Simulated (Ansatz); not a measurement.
Results of r²SCAN0 (Ansatz, a quantum-chemistry and plane-wave program, plane waves, PAW) for rock-salt LiI.

From the output:

```
WARN output.stress: scf.exx.energy_threshold = 1e-6 eV is looser than the 2e-8 eV advised for a stress under a hybrid functional (1e-8 eV for each atom of the …
Crystal: 2 atoms, lattice volume = 56.397 Å³
Basis set: ecut = 520 eV, 1471 PW (Γ), exchange–correlation on 108×108×108 points (27 copies of the dense FFT grid, shifted against one another)
Bands: 14, of which v1, the nominal top of the filled ones, is band 10 counted from 1 (9 counted from 0)
Symmetry: 48 space group operations
Space group: Fm-3m (ITA 225), of the structure as read, at distance tolerance 3.8e-5 Å
k-points: 29 of 512
Functional: x = r2scan, c = r2scan; τ floored in thin density (d = 2e-4 eV/Å³), warm-up for x = 0.75 r2scan + 0.25 exact, c = r2scan; τ floored in thin density (d = 2e-4 eV/Å³)
SCF iter   1: F=—  HF=-7735.874249 eV  |F-HF|=—  |Δ(HF+E_count)|=         —  Δρ=2.70e-3  dr2=3.17e-3  dr2_τ=5.57e-4
SCF iter   2: F=-7735.888102 eV  HF=-7735.887897 eV  |F-HF|=2.05e-4  |Δ(HF+E_count)|=   1.36e-2  Δρ=1.03e-3  dr2=6.21e-4  dr2_τ=1.47e-5
Crystal: 2 atoms, lattice volume = 56.397 Å³
Initial density: handed on by an earlier stage of this run
Functional: x = 0.75 r2scan + 0.25 exact, c = r2scan; τ floored in thin density (d = 2e-4 eV/Å³)
  ...
Crystal: 2 atoms, lattice volume = 56.397 Å³
SCF iter   5: F=—  HF=-7736.080615 eV  |F-HF|=—  |Δ(HF+E_count)|=   2.31e-9  Δρ=4.65e-7  dr2=2.65e-10  dr2_τ=2.67e-12
SCF iter   6: F=-7736.080615 eV  HF=-7736.080615 eV  |F-HF|=1.82e-12  |Δ(HF+E_count)|=  8.91e-11  Δρ=4.01e-8  dr2=1.51e-11  dr2_τ=1.59e-14
SCF 3 converged in 6 iterations: F = -7736.080615 eV  dr2 = 1.51e-11
Free energy (F): -7736.080615 eV
Internal energy: -7736.080615 eV  (E = F + TS)
E sigma→0 (E₀):  -7736.080615 eV
Fermi energy:    5.663054 eV
--- Forces (eV/Å), atoms counted from 1 ---
  atom   1  Li    -0.00000000     0.00000000     0.00000000
  atom   2  I      0.00000000    -0.00000000    -0.00000000
--- Stress (GPa, compression-positive) ---
       -0.909890       0.000000      -0.000000
        0.000000      -0.909890       0.000000
       -0.000000       0.000000      -0.909890
  P = ⅓ Tr σ = -0.9099 GPa (-9.099 kbar)
```

### Question
Write an input file that could have produced this run (the log leaves some choices open).

### Answer
One answer among several that fit: 
Ansatz 0.2 input:
```yaml
crystal:
  lattice:
    - [0.0, 3.0437445459, 3.0437445459]
    - [3.0437445459, 0.0, 3.0437445459]
    - [3.0437445459, 3.0437445459, 0.0]
  atoms:
    - { symbol: Li, position: [0.0, 0.0, 0.0] }
    - { symbol: I, position: [0.5, 0.5, 0.5] }
basis:
  ecutwfc: 520
  ecutrho_ratio: 4
  xc_grid: 3
kpoints:
  mp_grid: { grid: [8, 8, 8] }
hamiltonian:
  xc: r2scan0
  dispersion: none
  pseudopotentials: { kind: paw }
scf:
  occupations: { method: fermi_dirac, width: 0.01 }
  convergence: { dr2_threshold: 0.0000000002 }
output:
  forces: true
  stress: true
  eigenvalues: true
```

The cell is one volume of an energy–volume scan, off the minimum.

The PAW data were made under PBE.

Cost on a shared machine: about 3 core-minutes (a rough figure).
